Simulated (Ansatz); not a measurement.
Input and command of a calculation in Ansatz (plane waves; scalar-relativistic PAW potentials unless the input names others):

```yaml
crystal:
  lattice:
    - [6.5388020935, -1.6188443494, 0.010917819]
    - [6.5388020935, 1.6188443494, 0.010917819]
    - [-1.4728596371, 0.0, 5.4223094842]
  atoms:
    - { symbol: Ga, position: [0.0899134338, 0.0899134338, 0.7947233214] }
    - { symbol: Ga, position: [0.9100865662, 0.9100865662, 0.2052766786] }
    - { symbol: Ga, position: [0.6585007298, 0.6585007298, 0.3141978958] }
    - { symbol: Ga, position: [0.3414992702, 0.3414992702, 0.6858021042] }
    - { symbol: O, position: [0.1634883771, 0.1634883771, 0.1092060624] }
    - { symbol: O, position: [0.8365116229, 0.8365116229, 0.8907939376] }
    - { symbol: O, position: [0.1737013129, 0.1737013129, 0.5643594349] }
    - { symbol: O, position: [0.8262986871, 0.8262986871, 0.4356405651] }
    - { symbol: O, position: [0.4960195696, 0.4960195696, 0.2566813611] }
    - { symbol: O, position: [0.5039804304, 0.5039804304, 0.7433186389] }
basis:
  ecutwfc: 30
kpoints:
  mp_grid: { grid: [10, 10, 6] }
hamiltonian:
  xc: pbe
scf:
  occupations: { method: gaussian, width: 0.05 }
  max_iter: 60
output:
  forces: true
  eigenvalues: true
  stress: true
```

```bash
ansatz run input.yaml --threads 2 --pin off --max-ram 5120MiB --backend cpu --events-out ev --progress --plain --runs-dir out
```

Will this input run?

The program refuses it, because of a cutoff far too low (basis.ecutwfc: 420 → 30). With the sound run's settings it is accepted.

Abridged log:
```
Error: inconsistent input (basis.ecutwfc, kpoints): the smallest per-k basis holds n_pw = 36 plane waves (k-point 24, counted from 0 among those solved) but the deck needs at least 45 band(s) per channel, and no run solves more bands than the smallest per-k basis has plane waves; raise basis.ecutwfc until the smallest per-k basis, which caps the automatic band count, holds at least 45 plane waves
```